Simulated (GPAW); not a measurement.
Ni in GPAW: convergence with plane-wave cutoff (eV)

Ni:

```xyz
1
Lattice="0.0000 1.7376 1.7376 1.7376 0.0000 1.7376 1.7376 1.7376 0.0000" Properties=species:S:1:pos:R:3 pbc="T T T"
Ni    0.0000    0.0000    0.0000
```

```yaml
Program: GPAW 26.7.0
Task: hyperfine couplings
Functional: PBE
Potentials_or_basis: GPAW PAW data sets (gpaw-data 1.2.1), newer versions
Cutoff: 240 eV
Basis: pw
k_mesh: 13 × 13 × 13
Occupations: fermi-dirac, width 0.05 eV
Spin: collinear spin, ferromagnetic start
Starting_moments: "[1.0] μB"
```

These are the settings of the first run; the series varies plane-wave cutoff (eV), with any setting tied to it.

Hardware: 1 thread of Intel(R) Xeon(R) 6975P-C (Granite Rapids), with other jobs on the host.

| plane-wave cutoff (eV) | energy less the tightest run, at zero smearing (meV/atom) | pressure (GPa) | largest site moment (μB) | SCF cycles | CPU time (s) | peak memory (GiB) |
| --- | --- | --- | --- | --- | --- | --- |
| 240 | 1916.93 | -207.11 | 0.67 | 9 | 9 | 0.12 |
| 300 | 412.46 | 1.99 | 0.68 | 17 | 17 | 0.13 |
| 370 | 289.68 | -0.48 | 0.68 | 10 | 12 | 0.13 |
| 450 | 109.10 | 0.09 | 0.68 | 11 | 15 | 0.14 |
| 530 | 20.52 | 5.73 | 0.68 | 13 | 18 | 0.15 |
| 600 | 4.96 | 7.97 | 0.68 | 12 | 17 | 0.15 |
| 720 | 0.00 | 7.83 | 0.68 | 12 | 20 | 0.16 |

Against the tightest run, the largest site moment stays within 0.02 μB from 240 on. Not settled before the last step: the energy (to 1 meV/atom), the pressure (to 0.1 GPa). The tightest run that finished is the yardstick and may itself not be fully converged.

Caveat, for the tightest run too: the dipolar part lacks the spin inside other atoms' spheres.
